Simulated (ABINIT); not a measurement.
# CdS in ABINIT: the effect of functional

Crystal: CdS.

```xyz
2
Lattice="4.2612 0.0000 0.0000 -2.1306 3.6903 0.0000 0.0000 0.0000 5.8042" Properties=species:S:1:pos:R:3 pbc="T T T"
Cd    0.0000    0.0000    2.5695
S     2.1306    1.2301    2.5208
```

Measurements of this composition are mostly on another form, of space group No. 186.

Alike in all runs:

- Program: ABINIT 10.8.3 (patched build)
- Task: band structure
- k mesh: 7 × 7 × 5
- Occupations: fermi-dirac, width 0.05 eV
- Spin: no spin polarisation

```tsv
functional	potentials or basis	cutoff	gap on the mesh (eV)	pressure (GPa)	largest force (eV/Å)
LDA	JTH PAW LDA v2.0	599 eV	1.24	-2.5	0.03
PBEsol	JTH PAW PBE v2.0	599 eV	1.40	-1.5	0.02
r2SCAN	JTH PAW PBE v2.0	707 eV	?	?	?
```

What does the run with functional r2SCAN give?

gap on the mesh 1.87 eV; pressure -0.8 GPa; largest force 0.03 eV/Å.

Caveats: the PAW data sets were made with another functional, which shifts forces and pressure a little (some runs).

Runs at the PBE level aren't shown here.
